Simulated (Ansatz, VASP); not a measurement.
This is a calculation of Ba for VASP 6.6.1.

INCAR

```
SYSTEM = Ba
PREC = Accurate
ENCUT = 520
EDIFF = 1E-7
ISMEAR = 0
SIGMA = 0.1
LREAL = .FALSE.
LASPH = .TRUE.
NELM = 80
ALGO = Fast
ISIF = 2
LWAVE = .FALSE.
LCHARG = .TRUE.
GGA = RP
IVDW = 13
LELF = .TRUE.
LVHAR = .TRUE.
NBANDS = 11
```

KPOINTS

```
regular mesh
0
G
  7 7 7
  0 0 0
```

The input POSCAR:

```
Ba
1.0
    0.0000000000      3.2109686108      3.2109686108
    3.2109686108      0.0000000000      3.2109686108
    3.2109686108      3.2109686108      0.0000000000
Ba
1
Direct
    0.0000000000      0.0000000000      0.0000000000
```

Potentials or basis: VASP PAW PBE potentials, release 64 (Ba_sv).

The run is started by

```sh
$ cat potpaw_PBE.64/Ba_sv/POTCAR > POTCAR
$ mpirun -np 1 vasp_std > vasp.out
```

**Question.** Set up the same calculation for Ansatz 0.2.0. Potentials there: all-electron LAPW, scalar-relativistic.

**Answer.** As run (the cutoff follows the program's own potentials):

The input input.yaml:

```yaml
crystal:
  lattice:
    - [0.0, 3.2109686108, 3.2109686108]
    - [3.2109686108, 0.0, 3.2109686108]
    - [3.2109686108, 3.2109686108, 0.0]
  atoms:
    - { symbol: Ba, position: [0.0, 0.0, 0.0] }
kpoints:
  mp_grid: { grid: [7, 7, 7] }
scf:
  occupations: { method: gaussian, width: 0.1 }
hamiltonian:
  xc: rpbe
  dispersion: d4
  pseudopotentials: { kind: all_electron, lapw: { basis_error: 0.001 } }
output:
  forces: true
  stress: true
  eigenvalues: true
```

Potentials or basis: all-electron LAPW, scalar-relativistic.

Launch:

```bash
$ ansatz run input.yaml --threads 1 --pin off --max-ram 3072MiB --backend cpu --events-out ev --progress --plain --runs-dir out
```

Both were run:

|  | VASP | Ansatz | Ansatz less VASP |
| --- | --- | --- | --- |
| gap on the k mesh at the Fermi level (eV) | none | none | - |
| pressure (GPa) | 0.0 | 0.0 | -0.04 |
| dispersion energy (meV/atom) | -212.7 | -212.8 | -0.20 |

A gap of «none» marks a metal or a gap that the smearing closes. Ansatz ran all-electron here, so the differences hold the error of VASP's frozen core and of both bases.

Caveats: pairwise dispersion overbinds metals, which lowers pressure and volume; the PAW data sets were made with another functional, which shifts forces and pressure a little (VASP). The runs have no spin-orbit coupling, so splittings on Ba are missing.
